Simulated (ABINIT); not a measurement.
Here is an ABINIT 10.8.3 (patched build) calculation.

Contents of run.abi:

```
# Datasets: ground state, then fixed potential
ndtset 2

# Pseudopotentials
pp_dirpath "./"
pseudos "Hf.GGA_PBE-JTH.xml, B.GGA_PBE-JTH.xml"

# Structure
acell 3*1.0 Angstrom
rprim
     3.1400000000     0.0000000000     0.0000000000
    -1.5700000000     2.7193197679     0.0000000000
     0.0000000000     0.0000000000     3.4800000000
ntypat 2
znucl 72 5
natom 3
typat 1 2 2
xred
     0.0000000000     0.0000000000     0.0000000000
     0.6666666667     0.3333333333     0.5000000000
     0.3333333333     0.6666666667     0.5000000000

# Plane-wave basis
ecut 17.0
pawecutdg 34.0

# Exchange and correlation
ixc 14

# Bands and occupations
occopt 3
tsmear 0.00183747

# Spin
nspinor 2
nspden 1
pawspnorb 1

# SCF cycle
nstep 100

# Output
iomode 3
prtwf 0
prteig 0
prtebands 0
enunit 1
prtden1 1

# Dataset 1
kptopt1 4
ngkpt1 10 10 8
nshiftk1 1
shiftk1 0.0 0.0 0.0
nband1 26
tolvrs1 1.0e-9

# Dataset 2: bands along G-M-K-G-A-L-H-A
iscf2 -2
getden2 1
nband2 34
nbdbuf2 2
tolwfr2 1.0e-12
kptopt2 -7
ndivsm2 5
prteig2 1
prtvol2 -3
kptbounds2
     0.0000000000     0.0000000000     0.0000000000
     0.5000000000     0.0000000000     0.0000000000
     0.3333333333     0.3333333333     0.0000000000
     0.0000000000     0.0000000000     0.0000000000
     0.0000000000     0.0000000000     0.5000000000
     0.5000000000     0.0000000000     0.5000000000
     0.3333333333     0.3333333333     0.5000000000
     0.0000000000     0.0000000000     0.5000000000
```

Potentials or basis: JTH PAW PBE v2.0.

Launch:

```console
$ abinit run.abi > log 2>&1
```

Problem. Estimate the band gap on the k mesh.

Solution. None (metal or under the smearing width).

Levels at the corners of the path, in eV from the Fermi level:
```
point  band 15  band 16  band 17  band 18  band 19  band 20  band 21  band 22
    Γ    -2.75    -2.75    -2.69    -2.69     4.00     4.00     4.17     4.17
    M    -3.34    -3.34    -2.78    -2.78     2.20     2.20     2.83     2.83
    K    -2.55    -2.55    -2.47    -2.47     1.73     1.73     1.92     1.92
    Γ    -2.75    -2.75    -2.69    -2.69     4.00     4.00     4.17     4.17
    A    -1.09    -1.09     0.34     0.34     0.44     0.44     0.96     0.96
    L    -4.62    -4.62    -2.58    -2.58     4.07     4.07     4.26     4.26
    H    -3.22    -3.22    -2.87    -2.87     4.56     4.56     5.48     5.48
    A    -1.09    -1.09     0.34     0.34     0.44     0.44     0.96     0.96
```
